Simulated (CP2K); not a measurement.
The system is Ti.

```
Ti
1.0
     4.56737    0.00000    0.00000
    -2.28369    3.95546    0.00000
     0.00000    0.00000    2.82624
Ti
3
Direct
  0.66667 0.33333 0.50000
  0.33333 0.66667 0.50000
  0.00000 0.00000 0.00000
```

This isn't the form of Ti at room conditions, which is hcp.

Base run:

| Property | Result |
| --- | --- |
| Program | CP2K 2026.2 |
| Functional | PBE |
| Potentials or basis | POTENTIAL_UZH Ti GTH-PBE-q12; TZVP-MOLOPT-PBE-GTH basis |
| Density cutoff | 9184 eV |
| k mesh | 7 × 7 × 9 |
| Occupations | fermi-dirac, width 0.05 eV |
| Spin | no spin polarisation |

Its results: band gap on the k mesh none (metal or under the smearing width); pressure 0.9 GPa.

Task: The run is repeated on the same cell with these changes: functional from PBE to PBEsol. What comes out?

Result: Band gap on the k mesh none (metal or under the smearing width); pressure -3.4 GPa.

PBEsol binds more tightly than PBE, so the same cell stands under less pressure.

Caveats: the basis of atomic orbitals isn't converged, which shifts pressures, moduli and gaps; the potentials were made for another functional, which shifts forces and pressure (some runs).
